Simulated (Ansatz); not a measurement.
**Sn: how settings move the results**

The task here is to estimate one member of a computed series from the others.

Computed with Ansatz 0.2.0 (DFT r2SCAN, scalar-relativistic, plane waves, PAW, unless a step's input says otherwise).

### Starting point

The structure is tetragonal, space group I4/mmm (No. 139). Conventional cell: a = 3.182 Å, b = 3.182 Å, c = 5.831 Å, α = 90.00°, β = 90.00°, γ = 90.00°. Sn (site symmetry 4/mmm) is surrounded by 4 Sn at 3.18 Å.

Structure file:

```
CELL_PARAMETERS angstrom
-1.59075 1.59075 2.91565
1.59075 -1.59075 2.91565
1.59075 1.59075 -2.91565
ATOMIC_POSITIONS crystal
Sn 0.00000 0.00000 0.00000
```

The structure comes from the Crystallography Open Database; it is used as listed.

### The base run, which the others are set against

File input.yaml:

```yaml
crystal:
  lattice:
    - [-1.59075, 1.59075, 2.91565]
    - [1.59075, -1.59075, 2.91565]
    - [1.59075, 1.59075, -2.91565]
  atoms:
    - { symbol: Sn, position: [0.0, 0.0, 0.0] }
basis:
  ecutwfc: 500
kpoints:
  mp_grid: { grid: [18, 18, 18] }
hamiltonian:
  xc: r2scan
scf:
  occupations: { method: gaussian, width: 0.1 }
output:
  forces: true
  stress: true
  eigenvalues: true
  populations: true
```

It was run beforehand and gave: -6038.3615 eV/atom at zero smearing, pressure -2.79 GPa, largest force 0.000 eV/Å, no gap on the mesh, in 6 SCF cycles and 36 s.

Set-up of the first run:

File input.yaml:

```yaml
crystal:
  lattice:
    - [-1.59075, 1.59075, 2.91565]
    - [1.59075, -1.59075, 2.91565]
    - [1.59075, 1.59075, -2.91565]
  atoms:
    - { symbol: Sn, position: [0.0, 0.0, 0.0] }
basis:
  ecutwfc: 500
kpoints:
  mp_grid: { grid: [9, 9, 9] }
hamiltonian:
  xc: r2scan
scf:
  occupations: { method: gaussian, width: 0.01 }
output:
  forces: true
  stress: true
  eigenvalues: true
```

Run with:

```
$ ansatz run input.yaml --threads 1 --pin off --max-ram 2560MiB --backend cpu --events-out ev --progress --plain --runs-dir out
```

Steps of the session up to this table: Smearing width on a coarse mesh: Gaussian 0.01 eV; Smearing width on a coarse mesh set to Gaussian 0.05 eV; Smearing width on a coarse mesh: Gaussian 0.1 eV; Smearing width on a coarse mesh: Gaussian 0.2 eV; Smearing width on a coarse mesh: Gaussian 0.4 eV; Level of the exchange-correlation grid: 1; Level of the exchange-correlation grid: 2; Level of the exchange-correlation grid set to 3; Level of the exchange-correlation grid set to 4.

One of the session's tables, all rows but one given; the rest of the session is left out.

| level | ΔE (meV/atom) |
| --- | --- |
| 1 | -2.98 |
| 2 | ? |
| 3 | 0.14 |
| 4 | 0.00 |

Estimate the missing values for level = 2.

Worked estimate for «ΔE (meV/atom)». A straight line through the neighbours (1, -2.98) and (3, 0.14) gives -2.98 + (0.14 + 2.98) × (2 − 1) / (3 − 1) = -1.42; a parabola fitted to 3 rows on both sides gives -0.85.

As computed: ΔE (meV/atom): 0.36. In «ΔE (meV/atom)» the line misses by -1.78 and the parabola by -1.21. Between these rows the values bend or scatter more than so simple an estimate can follow.
